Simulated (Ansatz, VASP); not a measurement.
# V: VASP beside Ansatz

Contents of INCAR:

```
  PREC = Accurate
  ENCUT = 520
  EDIFF = 1E-7
  ISMEAR = -1
  SIGMA = 0.08
  LREAL = F
  LASPH = T
  NELM = 150
  ALGO = Normal
  ISIF = 2
  LWAVE = F
  LCHARG = F
  ISPIN = 2
  MAGMOM = 1.5
  LORBIT = 11
  LMAXMIX = 4
  GGA = PE
  NBANDS = 16
```

The input KPOINTS:

```
Automatic mesh
0
Gamma
  14 14 14
```

Contents of POSCAR:

```
V
1.0
    2.4487986509     -0.0489759730     -0.0489759730
   -0.0489759730      2.4487986509     -0.0489759730
   -0.0489759730     -0.0489759730      2.4487986509
V
1
Direct
    0.0000000000      0.0000000000      0.0000000000
```

Input for Ansatz:

```yaml
crystal:
  lattice:
    - [2.4487986509, -0.048975973, -0.048975973]
    - [-0.048975973, 2.4487986509, -0.048975973]
    - [-0.048975973, -0.048975973, 2.4487986509]
  atoms:
    - { symbol: V, position: [0.0, 0.0, 0.0], spin: 1.5 }
magnetization:
  spin_polarized: true
kpoints:
  mp_grid: { grid: [14, 14, 14] }
scf:
  occupations: { method: fermi_dirac, width: 0.08 }
hamiltonian:
  xc: pbe
  pseudopotentials: { kind: all_electron, lapw: { basis_error: 0.0005 } }
output:
  forces: true
  stress: true
  eigenvalues: true
```

Change from the starting cell: equal xy, yz and zx shear strains of -4 %.

Alike in both runs: task single point; functional PBE; k mesh 14 × 14 × 14; occupations fermi-dirac, width 0.08 eV; collinear spin.

|  | VASP | Ansatz |
| --- | --- | --- |
| version | VASP 6.6.1 | Ansatz 0.2.0 |
| potentials or method | VASP PAW PBE potentials, release 64 (V_sv) | all-electron LAPW, scalar-relativistic |
| plane-wave cutoff (eV) | 520 | see its input |

Ansatz gave:

* pressure (GPa): -0.3
* largest component of the traceless stress (GPa): 5.19
* net moment per atom (μB): 0.00

Q: What did VASP give for the same quantities?

A: Pressure (GPa): 0.1; largest component of the traceless stress (GPa): 5.18; net moment per atom (μB): 0.00.

Ansatz ran all-electron here, so the differences hold the error of VASP's frozen core and of both bases. Ansatz warned: «seeded_moment_not_kept».
